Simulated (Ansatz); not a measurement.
MnSb (zincblende structure)

Level of theory: DFT, r²SCAN, scalar-relativistic, collinear spin; plane waves to 500 eV with PAW datasets (Ansatz 0.2.0), Γ-centred 10×10×10 mesh, 0.05 eV Gaussian smearing. The datasets are Ansatz's generated set soft_2.

```xyz
2
Lattice="0.0000 3.1003 3.1003 3.1003 0.0000 3.1003 3.1003 3.1003 0.0000" Properties=species:S:1:pos:R:3 pbc="T T T"
Mn    0.0000    0.0000    0.0000
Sb    1.5501    1.5501    1.5501
```

The start was a prototype's sites filled with these elements. The Crystallography Open Database lists the compound in space group P63/mmc, so this is a trial structure.

Magnetic state: ferromagnetic, site spin moments Mn 4.12; Sb -0.24 μB.

The cell above was scaled in volume, its shape and atoms being fixed by the lattice's symmetry. Energies are counted from the cell above.

| V (Å³/atom) | ΔE (meV/atom) | P from the stress (GPa) |
| --- | --- | --- |
| 28.607 | 7.25 | 2.03 |
| 29.203 | 1.75 | 0.96 |
| 29.799 | 0.00 | 0.00 |
| 30.395 | 1.63 | -0.86 |
| 30.991 | 6.29 | -1.63 |
| 31.885 | 18.26 | -2.62 |

Task: Do the energies and the pressures agree? Compare −ΔE/ΔV between neighbouring points (1 meV/Å³ = 0.1602 GPa) with the mean of their pressures.

Result: 
| interval (Å³/atom) | −ΔE/ΔV (GPa) | mean P (GPa) |
| --- | --- | --- |
| 28.61 to 29.20 | 1.5 | 1.5 |
| 29.20 to 29.80 | 0.5 | 0.5 |
| 29.80 to 30.40 | -0.4 | -0.4 |
| 30.40 to 30.99 | -1.3 | -1.2 |
| 30.99 to 31.89 | -2.1 | -2.1 |
They differ by 0.02 GPa at most.

Task: What do the two routes give for V0, B0 and B0′?

Result: A third-order Birch–Murnaghan fit of the energies: V0 = 29.80 Å³/atom, B0 = 45 GPa, B0′ = 4.5. A polynomial of P in ln V, with B = −dP/d ln V at P = 0: V0 = 29.80 Å³/atom, B0 = 45 GPa, B0′ = 4.5.

The largest spin moment goes from 4.06 to 4.21 μB along the curve.

B0·V0 = 45.3 GPa × 29.80 Å³ = 8.43 eV/atom sets the scale: near the minimum ΔE ≈ ½ B0 V0 x², with x = V/V0 − 1, and a pressure of 0.5 GPa squeezes the volume by about 1 %. At the ends of the curve: x = −4.0 % predicts 6.7 meV/atom and the run gives 7.3; x = +7.0 % predicts 20.7 meV/atom and the run gives 18.3. Compression costs more and expansion less than the parabola says, since the crystal stiffens as it shrinks; B0′ measures that.

The site moment grows with the volume while the cell's moment hardly changes: with less mixing between neighbours the spin density draws onto the magnetic atoms.

These numbers lack spin–orbit coupling. The run wasn't fully tested for a lower electronic state. Site moments are of spin, integrated over atomic spheres. The moments were started parallel, and the real magnetic order may be another. The run is a metal.
